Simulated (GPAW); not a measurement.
WC (Qusongite):

```
CELL_PARAMETERS angstrom
2.90650 0.00000 0.00000
-1.45325 2.51710 0.00000
0.00000 0.00000 2.83660
ATOMIC_POSITIONS crystal
W 0.00000 0.00000 0.00000
C 0.66667 0.33333 0.50000
```

Base run:

```yaml
Program: GPAW 26.7.0
Functional: PBE
Potentials_or_basis: PAW data sets generated in the run's folder for this functional
Cutoff: 800 eV
Basis: pw
k_mesh: 10 × 10 × 9
Occupations: fermi-dirac, width 0.05 eV
Spin: no spin polarisation
```

Its results: pressure 5.4 GPa.

Problem. The run is repeated on the same cell with these changes: potentials or basis from PAW data sets generated in the run's folder for this functional to JTH PAW 2.0, PBE. What comes out?

Solution. Pressure 6.0 GPa.

Caveats: the program truncates these outside data sets (some runs).
